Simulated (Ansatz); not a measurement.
# Stack of honeycomb BAs under 2H-WTe2, upper layer turned by 180° in a perpendicular field

What dipole does a perpendicular field induce in the stack of honeycomb BAs under 2H-WTe2, upper layer turned by 180°, and does the gap follow? A positive field points along +c.

Method: plane-wave DFT, PBE-D3(BJ), Ansatz PAW, in Ansatz 0.2.0.

## (1) Starting point

The cell holds 5 atoms: 1 As, 1 B, 2 Te and 1 W. Cell: a = 3.470 Å, b = 3.470 Å, c = 45.234 Å, α = 90.0°, β = 90.0°, γ = 120.0°. Regions: layer 1: honeycomb BAs, 2 atoms (1 As and 1 B); layer 2: 2H-WTe2, 3 atoms (2 Te and 1 W). Vacuum lies along c.

As a file:

```cif
data_structure
_symmetry_space_group_name_H-M 'P 1'
_symmetry_Int_Tables_number 1
_cell_length_a 3.4700
_cell_length_b 3.4700
_cell_length_c 45.2336
_cell_angle_alpha 90.000
_cell_angle_beta 90.000
_cell_angle_gamma 120.000
_cell_volume 471.68
loop_
_atom_site_label
_atom_site_type_symbol
_atom_site_fract_x
_atom_site_fract_y
_atom_site_fract_z
_atom_site_occupancy
As1 As 0.66667 0.33333 0.42115 1
B2 B 0.33333 0.66667 0.42115 1
Te3 Te 0.00000 0.00000 0.49079 1
W4 W 0.33333 0.66667 0.53482 1
Te5 Te 0.00000 0.00000 0.57885 1
```

## (2) Relaxing the slab

The starting cell is a guess, so the in-plane lattice and the atoms are relaxed first, with the slab cut off from its images along the normal.

File input.yaml:

```yaml
crystal:
  lattice:
    - [3.47, 0.0, 0.0]
    - [-1.735, 3.0051081511, 0.0]
    - [0.0, 0.0, 45.2336318419]
  atoms:
    - { symbol: As, position: [0.6666666667, 0.3333333333, 0.4211468154] }
    - { symbol: B, position: [0.3333333333, 0.6666666667, 0.4211468154] }
    - { symbol: Te, position: [0.0, 0.0, 0.4907852652] }
    - { symbol: W, position: [0.3333333333, 0.6666666667, 0.5348192249] }
    - { symbol: Te, position: [0.0, 0.0, 0.5788531846] }
  periodic: [true, true, false]
kpoints:
  mp_grid: { grid: [12, 12, 1] }
hamiltonian:
  xc: pbe
  dispersion: d3bj
scf:
  occupations: { method: fermi_dirac, width: 0.05 }
  convergence: { dr2_threshold: 1.0e-09 }
relax:
  f_tol: 0.004
  max_steps: 90
  cell: {}
output:
  write_potential: true
  write_density: true
  volumetric_format: npy
```

On the command line:

```sh
$ ansatz run input.yaml --threads 2 --pin off --max-ram 4096MiB --backend cpu --events-out ev --progress --plain --runs-dir out
```

Numbers of over 12 decimals in the logs are rounded to 6 here.

Output:

```text
Warning: relax.cell: scf.convergence.dr2_threshold = 1e-9 eV is looser than the 1.70322154731e-10 eV advised for a relaxation that steers and ends on the stress (1e-10 eV for each atom of the cell: 5, times the square of relax.cell.stress_2d_tol = 0.05 N/m over 17.1 Å (the atoms' height at the walk's start and 5 Å past either face), 2.918e-2 GPa, over a crystal's default 0.05). What an SCF threshold leaves in a stress goes as its square root, and in the free energy as the threshold itself, and one threshold admits the most on a small cell: [figures from the program's tests cut] Set scf.convergence.dr2_threshold to 1.70322154731e-10 eV or tighter. [rest of the remark cut]
Engine: ansatz 0.2.0, aarch64-unknown-linux-gnu
Pseudopotentials: kind: paw
Pseudopotential: As, paw, valence charge 15, recommended cutoff 420 eV (normal), As.paw.azcp
Pseudopotential: B, paw, valence charge 3, recommended cutoff 420 eV (normal), B.paw.azcp
Pseudopotential: Te, paw, valence charge 16, recommended cutoff 420 eV (normal), Te.paw.azcp
Pseudopotential: W, paw, valence charge 14, recommended cutoff 420 eV (normal), W.paw.azcp
Functional definition: PBE
  parameter kappa = 0.804
  parameter beta = 0.066725
  exchange = pbe_x(kappa = kappa, mu = beta*pi^2/3)
  correlation = pbe_c(beta = beta)
Crystal: 5 atoms, lattice volume = 471.684 Å³
Basis set: ecut = 420 eV, 9181 PW (Γ), exchange–correlation on 48×48×640 points (8 copies of the dense FFT grid, shifted against one another)
Bands: 39, of which v1, the nominal top of the filled ones, is band 32 counted from 1 (31 counted from 0)
Symmetry: 6 space group operations
Space group: P3m1 (ITA 156), of the structure as read, at distance tolerance 7.8e-5 Å
k-points: 19 of 144 (time reversal used)
Non-local potential: As, projectors of the file, l = 0: 2, l = 1: 2, l = 2: 3, l = 3: 1
Non-local potential: B, projectors of the file, l = 0: 2, l = 1: 2, l = 2: 1
Non-local potential: Te, projectors of the file, l = 0: 2, l = 1: 2, l = 2: 2, l = 3: 2
Non-local potential: W, projectors of the file, l = 0: 3, l = 1: 2, l = 2: 2, l = 3: 1
PAW form: soft (Blöchl's): semilocal exchange-correlation on the pseudo side does not see the compensation charge
PAW one-centre angular grid: As, 590 points (default); XC on 64 Gauss nodes
PAW one-centre angular grid: B, 110 points (default); XC on 64 Gauss nodes
PAW one-centre angular grid: Te, 590 points (default); XC on 64 Gauss nodes
PAW one-centre angular grid: W, 590 points (default); XC on 64 Gauss nodes
Initial density: superposition of atomic densities (neutral atoms: chi_scale 0, normalization atom), corrected by the library's trained network
Initial wavefunctions: pseudopotential atomic-orbital guess
Functional: x = pbe(κ = 0.804, μ = 0.219515), c = pbe(β = 0.066725)
SCF iter   1: F=—  HF=-29357.615829 eV  |F-HF|=—  |Δ(HF+E_count)|=         —  Δρ=2.80e-3  dr2=6.48e-1  ethr=1.77e-3  ⟨swp⟩=15.6  Hψ=4982  notcnv=0
preconditioner: auto → Resta (q_TF=auto, 1.956 Å⁻¹)  ε∞=2.2  [insulator: Δε(μ)=0.518 eV  Ē_g=7.818 eV  σ=0.050 eV  W_gap=0.99  n_scr=28 (ndim 8)  ℏωp=8.7 eV  f_vac=0.750  D(μ)=0.01/eV (n_scr^D=0)  ε∞_Penn≈2.2  vacuum switching on, ρ_ref=4.4e-3 e/Å³]
SCF iter   2: F=—  HF=-29357.991985 eV  |F-HF|=—  |Δ(HF+E_count)|=   3.76e-1  Δρ=8.55e-3  dr2=1.40e1  ethr=1.01e-3  ⟨swp⟩=4.6  Hψ=1426  notcnv=0  defer=27  recentre
preconditioner: auto → LDOS  [metal: Δε(μ)=0.078 eV  Ē_g=7.850 eV  σ=0.050 eV  W_gap=0.35  n_scr=28 (ndim 8)  ℏωp=8.7 eV  f_vac=0.750  D(μ)=2.06/eV (n_scr^D=12)  β→1.0]
SCF iter   3: F=—  HF=-29357.594071 eV  |F-HF|=—  |Δ(HF+E_count)|=   3.98e-1  Δρ=2.01e-3  dr2=3.67e-1  ethr=1.01e-3  ⟨swp⟩=4.5  Hψ=1414  notcnv=0  defer=22
SCF iter   4: F=—  HF=-29357.571251 eV  |F-HF|=—  |Δ(HF+E_count)|=   2.28e-2  Δρ=1.22e-3  dr2=9.34e-2  ethr=5.73e-4  ⟨swp⟩=2.7  Hψ=1158  notcnv=0  defer=24
SCF iter   5: F=—  HF=-29357.566591 eV  |F-HF|=—  |Δ(HF+E_count)|=   4.66e-3  Δρ=4.15e-4  dr2=9.95e-3  ethr=1.46e-4  ⟨swp⟩=3.1  Hψ=1075  notcnv=0  defer=26
SCF iter   6: F=—  HF=-29357.566010 eV  |F-HF|=—  |Δ(HF+E_count)|=   5.81e-4  Δρ=1.77e-4  dr2=1.29e-3  ethr=1.55e-5  ⟨swp⟩=2.1  Hψ=1120  notcnv=0  defer=26
SCF iter   7: F=—  HF=-29357.566024 eV  |F-HF|=—  |Δ(HF+E_count)|=   1.42e-5  Δρ=1.43e-4  dr2=8.79e-4  ethr=2.02e-6  ⟨swp⟩=3.0  Hψ=996  notcnv=0  defer=26
SCF iter   8: F=—  HF=-29357.565968 eV  |F-HF|=—  |Δ(HF+E_count)|=   5.69e-5  Δρ=5.11e-5  dr2=2.15e-4  ethr=1.37e-6  ⟨swp⟩=2.3  Hψ=902  notcnv=0  defer=26
SCF iter   9: F=—  HF=-29357.565953 eV  |F-HF|=—  |Δ(HF+E_count)|=   1.44e-5  Δρ=1.78e-5  dr2=2.42e-6  ethr=3.36e-7  ⟨swp⟩=2.6  Hψ=953  notcnv=0  defer=26
SCF iter  10: F=—  HF=-29357.565983 eV  |F-HF|=—  |Δ(HF+E_count)|=   2.97e-5  Δρ=7.15e-6  dr2=2.88e-7  ethr=3.78e-9  ⟨swp⟩=3.6  Hψ=1472  notcnv=0  defer=26
SCF iter  11: F=—  HF=-29357.565983 eV  |F-HF|=—  |Δ(HF+E_count)|=   3.65e-7  Δρ=2.44e-6  dr2=3.43e-8  ethr=4.49e-10  ⟨swp⟩=3.4  Hψ=1462  notcnv=0  defer=26
SCF iter  12: F=—  HF=-29357.565983 eV  |F-HF|=—  |Δ(HF+E_count)|=   7.87e-8  Δρ=1.00e-6  dr2=4.33e-9  ethr=5.36e-11  ⟨swp⟩=3.3  Hψ=1309  notcnv=0  defer=26
SCF iter  13: F=—  HF=-29357.565983 eV  |F-HF|=—  |Δ(HF+E_count)|=   2.08e-8  Δρ=5.57e-7  dr2=1.51e-8  ethr=1.56e-12  ⟨swp⟩=13.4  Hψ=5769  notcnv=0  recentre
SCF iter  14: F=-29357.565983 eV  HF=-29357.565983 eV  |F-HF|=2.56e-9  |Δ(HF+E_count)|=   1.98e-9  Δρ=1.80e-7  dr2=4.55e-10  ethr=1.56e-12  ⟨swp⟩=9.9  Hψ=5402  notcnv=0
SCF 1 converged in 14 iterations: F = -29357.565983 eV  dr2 = 4.55e-10
  greatest PAW one-centre occupation: 1.000 electrons in one spin orbital (limit 2), on the W atom at site 3 (counted from 0), in its partial waves of l = 0
relax step   1: F+E_penalty+E_count = -29357.56598333 eV  Δ(F+E_penalty+E_count) = +0.000e0 eV  max|allowed force component| = 1.944e0 eV/Å  Δτ_max = 0.0000 Å  P = -6.757 N/m  Ω = 471.684 Å³  fix = [c, alpha, beta]  reactions: c -0.000 N/m  (14 SCF iters, accepted)
Crystal: 5 atoms, lattice volume = 466.399 Å³
Basis set: ecut = 420 eV, 9067 PW (Γ), exchange–correlation on 48×48×640 points (8 copies of the dense FFT grid, shifted against one another)
Initial density: handed on by an earlier stage of this run
Initial wavefunctions: those handed on with the density
iter 1 solved again at ethr=5.44e-4 eV; its pass at ethr=3.10e-3 eV (dr2=3.48e-1 eV) is discarded
SCF iter   1: F=—  HF=-29357.921731 eV  |F-HF|=—  |Δ(HF+E_count)|=         —  Δρ=5.89e-3  dr2=3.52e-1  ethr=5.44e-4  ⟨swp⟩=2.3  Hψ=5363  notcnv=0
[...]
SCF iter  10: F=—  HF=-29357.895263 eV  |F-HF|=—  |Δ(HF+E_count)|=   8.91e-8  Δρ=1.06e-6  dr2=4.38e-9  ethr=4.88e-11  ⟨swp⟩=2.9  Hψ=1241  notcnv=0  defer=26
SCF iter  11: F=-29357.895263 eV  HF=-29357.895263 eV  |F-HF|=3.90e-9  |Δ(HF+E_count)|=   1.91e-8  Δρ=2.25e-7  dr2=2.32e-10  ethr=1.56e-12  ⟨swp⟩=13.2  Hψ=5888  notcnv=0
SCF 3 converged in 11 iterations: F = -29357.895263 eV  dr2 = 2.32e-10
relax step   3: F+E_penalty+E_count = -29357.89526279 eV  Δ(F+E_penalty+E_count) = -2.550e-2 eV  max|allowed force component| = 2.150e-1 eV/Å  Δτ_max = 0.1942 Å  P = -0.376 N/m  Ω = 460.400 Å³  energy of the carried Pulay correction = +7.870e-4 eV  fix = [c, alpha, beta]  reactions: c -0.000 N/m  (11 SCF iters, accepted)
[...]
relax step   4: F+E_penalty+E_count = -29357.90430519 eV  Δ(F+E_penalty+E_count) = -9.042e-3 eV  max|allowed force component| = 1.086e-1 eV/Å  Δτ_max = 0.1525 Å  P = +0.020 N/m  Ω = 460.091 Å³  energy of the carried Pulay correction = +8.088e-4 eV  fix = [c, alpha, beta]  reactions: c +0.000 N/m  (11 SCF iters, accepted)
[...]
relax step   5: F+E_penalty+E_count = -29357.90571202 eV  Δ(F+E_penalty+E_count) = -1.407e-3 eV  max|allowed force component| = 5.187e-2 eV/Å  Δτ_max = 0.0474 Å  P = -0.005 N/m  Ω = 461.107 Å³  energy of the carried Pulay correction = +7.371e-4 eV  fix = [c, alpha, beta]  reactions: c -0.000 N/m  (10 SCF iters, accepted)
[...]
relax step   6: F+E_penalty+E_count = -29357.90612540 eV  Δ(F+E_penalty+E_count) = -4.134e-4 eV  max|allowed force component| = 1.716e-2 eV/Å  Δτ_max = 0.0124 Å  P = +0.011 N/m  Ω = 460.737 Å³  energy of the carried Pulay correction = +7.632e-4 eV  fix = [c, alpha, beta]  reactions: c +0.000 N/m  (9 SCF iters, accepted)
[...]
relax step   7: F+E_penalty+E_count = -29357.90623585 eV  Δ(F+E_penalty+E_count) = -1.105e-4 eV  max|allowed force component| = 1.960e-3 eV/Å  Δτ_max = 0.0077 Å  P = +0.002 N/m  Ω = 460.743 Å³  energy of the carried Pulay correction = +7.628e-4 eV  fix = [c, alpha, beta]  reactions: c +0.000 N/m  (8 SCF iters, accepted)
Initial wavefunctions: pseudopotential atomic-orbital guess (no wavefunctions were taken with the density)
iter 1 solved again at ethr=3.44e-7 eV; its pass at ethr=3.10e-3 eV (dr2=2.20e-4 eV) is discarded
SCF iter   1: F=—  HF=-29357.905538 eV  |F-HF|=—  |Δ(HF+E_count)|=         —  Δρ=1.77e-5  dr2=1.90e-7  ethr=3.44e-7  ⟨swp⟩=6.6  Hψ=8248  notcnv=0
eigensolver tolerance schedule: the retry pair's looser diagonalisation over-reported the residual by 1160.18 of it (diagonalisation noise at 0.15 of the residual, at the tolerance the schedule requests for it); recorded, not acted on — ethr = c·dr2/N_el stays at c = 1.0e-1
preconditioner: auto → LDOS  [insulator: Δε(μ)=0.157 eV  Ē_g=8.246 eV  σ=0.050 eV  W_gap=0.66  n_scr=28 (ndim 8)  ℏωp=8.8 eV  f_vac=0.749  D(μ)=0.17/eV (n_scr^D=2)  ε∞_Penn≈2.1  β→1.0]
SCF iter   2: F=—  HF=-29357.905480 eV  |F-HF|=—  |Δ(HF+E_count)|=   5.84e-5  Δρ=3.67e-6  dr2=1.04e-7  ethr=2.96e-10  ⟨swp⟩=5.1  Hψ=2414  notcnv=0
SCF iter   3: F=—  HF=-29357.905480 eV  |F-HF|=—  |Δ(HF+E_count)|=   1.81e-8  Δρ=3.66e-6  dr2=2.52e-7  ethr=1.62e-10  ⟨swp⟩=2.9  Hψ=1448  notcnv=0
SCF iter   4: F=—  HF=-29357.905480 eV  |F-HF|=—  |Δ(HF+E_count)|=   2.73e-8  Δρ=1.03e-6  dr2=1.02e-8  ethr=1.62e-10  ⟨swp⟩=3.0  Hψ=1139  notcnv=0
SCF iter   5: F=—  HF=-29357.905480 eV  |F-HF|=—  |Δ(HF+E_count)|=   3.68e-9  Δρ=3.65e-7  dr2=2.10e-9  ethr=1.60e-11  ⟨swp⟩=3.1  Hψ=1362  notcnv=0
SCF iter   6: F=-29357.905480 eV  HF=-29357.905480 eV  |F-HF|=1.75e-10  |Δ(HF+E_count)|=  8.37e-11  Δρ=1.53e-7  dr2=3.12e-10  ethr=1.56e-12  ⟨swp⟩=17.2  Hψ=6155  notcnv=0
SCF 8 converged in 6 iterations: F = -29357.905480 eV  dr2 = 3.12e-10
relax step   8: F+E_penalty+E_count = -29357.90547979 eV  Δ(F+E_penalty+E_count) = +7.561e-4 eV  max|allowed force component| = 1.958e-3 eV/Å  Δτ_max = 0.0000 Å  P = -0.002 N/m  Ω = 460.743 Å³  fix = [c, alpha, beta]  reactions: c -0.000 N/m  stress off target by 1.64e-3 N/m on what of the cell is left free  SCF on the basis re-selected at this cell (its energy is not comparable with the rows above)  (6 SCF iters)
basis re-selected at this cell: Δ(F+E_penalty+E_count) = +7.561e-4 eV, ΔP = -0.003 N/m vs the last step (what re-selecting the basis moved, of the pressure what is left beyond the Pulay correction that the steps carried, after the strain that the cell walked since its last selection, with what the two solves' SCF thresholds leave and, on support functions, any second-order correction that the steps lacked; it is no m [...]
WARN: The output density's exchange-correlation potential varies sharply where the density is thin. Do not read a vacuum level from v_tot or v_xc, or from such a field of the output density. On a cell that repeats whose density bears no net charge and no dipole along the vacuum's axis use v_es (v_loc + v_h of the components); under efield.dipole_correction with no amplitude use v_es + v_field, which holds any externa [...]
SCF converged after 6 iterations
Free energy (F): -29357.905480 eV
Harris-Foulkes:  -29357.905480 eV  (|F-HF|=1.75e-10)
Internal energy: -29357.904055 eV  (E = F + TS)
E sigma→0 (E₀):  -29357.904767 eV
Entropy (-TS):   -0.001425 eV (-0.285 meV/atom)
Fermi energy:    -4.404505 eV
--- Per-component energies (eV) ---
  E_band       = -1896.878873
  E_kinetic    = 963.525953
  E_local      = -301622.779243  (includes V_loc(G=0)·N_el)
  E_nonlocal   = -1275.882616
  E_hartree    = 150630.939182
  E_xc         = -626.189604
  E_vxc        = -563.778103  (∫ρ·V_xc dr)
  E_paw        = -19803.723112  (= ΣΔE_a)
  E_vpaw       = -659.841475  (= ΣTr[D̂ρ^β])
  E_aug_tail   = -0.000410  (compensation charges beyond the density's cutoff)
  E_ewald      = 142377.987255
  E_disp       = -1.781459  (pairwise vdW)
  E_smearing   = -0.001425  (= −TS)
  E_closure    = 0.000000  (closes the sum)
  Σ components = -29357.905480   (vs F -29357.905480, Δ=0.00e0)
--- Forces (eV/Å), atoms counted from 1 ---
  atom   1  As     0.00000000     0.00000000     0.00099366
  atom   2  B      0.00000000    -0.00000000    -0.00035245
  atom   3  Te    -0.00000000     0.00000000     0.00095718
  atom   4  W      0.00000000    -0.00000000    -0.00195801
  atom   5  Te    -0.00000000     0.00000000     0.00035936
  max |Σ_I F_I| component: 2.59e-7 eV/Å
--- 2D stress c σ (N/m, compression-positive) ---
       -0.001645       0.000000      -0.000000
       -0.000000      -0.001645      -0.000000
       -0.000000      -0.000000      -0.000000
  P = ½ c Tr σ = -0.0016 N/m
--- Band table (eV; the first three rows and the last of 19) ---
  k-point 0: bands = [... 28 lower, -6.1678, -5.3484, -5.2221, -5.2221, -1.7837, -1.1452, -1.1452, -0.9055, ... 3 higher]
  k-point 1: bands = [... 28 lower, -6.0714, -5.3819, -5.3623, -5.2486, -1.6233, -1.5601, -1.4608, -1.1313, ... 3 higher]
  k-point 2: bands = [... 28 lower, -5.8025, -5.7664, -5.5916, -5.3679, -2.5412, -2.0592, -1.6312, -1.6134, ... 3 higher]
  k-point 18: bands = [... 28 lower, -7.7889, -6.7049, -5.2860, -4.4855, -4.3282, -3.0828, -2.6482, -1.5799, ... 3 higher]
  the weakly bound empty levels are not read free of the cell's end (no_gap_told)
--- Relaxed structure (7 steps of the walk, 7 accepted, 1 SCFs on fresh bases) ---
  F+E_penalty+E_count = -29357.90547979 eV   max|allowed force component| = 1.958e-3 eV/Å   (the final SCF, on the basis selected at the relaxed cell)
  cell:  # Å, volume = 460.7432 Å³
    - [3.429521, 0, 0]
    - [-1.714760, 2.970052, 0]
    - [0, 0, 45.2336318419]
  atoms:
    - { symbol: As, position: [0.666667, 0.333333, 0.419751] }
    - { symbol: B, position: [0.333333, 0.666667, 0.418652] }
    - { symbol: Te, position: [-1.0676765452377952e-17, -3.330669073907782e-17, 0.495062] }
    - { symbol: W, position: [0.333333, 0.666667, 0.536122] }
    - { symbol: Te, position: [-1.6432378183925272e-17, -3.330669073907782e-17, 0.577164] }
```

Wall time 3.4 min (2 threads of Arm Neoverse V1, shared host); peak memory 0.82 GiB; 6.8 min of CPU time.

Relaxation path:

```csv
step,energy less that of the first step (eV),largest force component (eV/Å),volume (Å³)
1,0.0000,1.9443,471.68
2,-0.3038,0.6624,466.40
3,-0.3293,0.2150,460.40
4,-0.3383,0.1086,460.09
5,-0.3397,0.0519,461.11
6,-0.3401,0.0172,460.74
7,-0.3403,0.0020,460.74
8*,-0.3395,0.0020,460.74
```

Relaxation steps marked * repeat the geometry before them on a plane-wave basis chosen anew for their cell, so energy and pressure can jump there.

Forces are held to the 6 operations that the run works with; a distortion that breaks them can't arise in this run.

| cell as run | before | after | change |
| --- | --- | --- | --- |
| a (Å) | 3.470 | 3.430 | -1.2 % |
| b (Å) | 3.470 | 3.430 | -1.2 % |

The atoms that moved most (Å, along periodic axes as changes of fractional coordinates times the final cell, across vacuum about the mean position):

```csv
atom,dx,dy,dz,length
Te3,0.000,0.000,0.193,0.193
B2,0.000,0.000,-0.113,0.113
Te5,0.000,0.000,-0.076,0.076
As1,0.000,0.000,-0.063,0.063
W4,0.000,0.000,0.059,0.059
```

Final coordinates:

```xyz
5
Lattice="3.4295 0.0000 0.0000 -1.7148 2.9701 0.0000 0.0000 0.0000 45.2336" Properties=species:S:1:pos:R:3
As    1.7148    0.9900   18.9868
B     0.0000    1.9800   18.9372
Te    0.0000    0.0000   22.3934
W     0.0000    1.9800   24.2508
Te    0.0000    0.0000   26.1072
```

This step gave:

* energy at zero smearing: -29357.9048 eV

The lattice constant a goes from 3.470 to 3.430 Å.

[end of part 1 of 2]

[Logs are printed without paths, hosts, clocks, repeated set-up lines and the standing remarks that a program may print on its own settings, such as how far it seeks lower states.]

[Hosts, paths, dates, database ids (printed as entryN), source tags and the programs' standing remarks are cut or masked in the printed files.]

[Maps of the electrostatic potential energy from Ansatz leave out the sawtooth potential of an applied field or a dipole correction, so their vacuum need not be flat; planar profiles and work functions include it.]
